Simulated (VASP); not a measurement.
# Al2O3: equilibrium volume by level of theory

```yaml
crystal:
  lattice:
    - [2.38025, 1.37424, 4.33187]
    - [-2.38025, 1.37424, 4.33187]
    - [0.00000, -2.74848, 4.33187]
  atoms:
    - { symbol: Al, position: [0.35216, 0.35216, 0.35216] }
    - { symbol: Al, position: [0.14784, 0.14784, 0.14784] }
    - { symbol: Al, position: [0.64784, 0.64784, 0.64784] }
    - { symbol: Al, position: [0.85216, 0.85216, 0.85216] }
    - { symbol: O, position: [0.55668, 0.94332, 0.25000] }
    - { symbol: O, position: [0.25000, 0.55668, 0.94332] }
    - { symbol: O, position: [0.94332, 0.25000, 0.55668] }
    - { symbol: O, position: [0.44332, 0.05668, 0.75000] }
    - { symbol: O, position: [0.75000, 0.44332, 0.05668] }
    - { symbol: O, position: [0.05668, 0.75000, 0.44332] }
```

| rung | level | program and potentials | cutoff (eV) | k mesh | equilibrium volume (Å³/atom) | notes |
| --- | --- | --- | --- | --- | --- | --- |
| LDA | LDA | VASP, LDA PAW files Al, O, 600 eV | 600 | 7 × 7 × 7 | 8.33 | - |
| GGA | PBE | VASP, PBE PAW files Al, O, 600 eV | 600 | 7 × 7 × 7 | 8.74 | - |
| GGA + dispersion | PBE+D3(BJ) | VASP, PBE PAW files Al, O, 600 eV | 600 | 7 × 7 × 7 | 8.58 | - |
| GGA | PBEsol | VASP, PBE PAW files Al, O, 600 eV | 600 | 7 × 7 × 7 | 8.56 | potentials made for PBE |

Task: relaxation of cell and atoms. All rows: no spin polarisation. Meshes are those of the run's cell of 10 atoms unless a note names another. Relaxations start from the cell shown or near it and stop with a little pressure left. Runs on faulty files, with rough fits or with known faults for this quantity aren't shown. No row holds spin-orbit coupling.

By rung: LDA 8.33; GGA 8.56 to 8.74; GGA + dispersion 8.58 (Å³/atom).
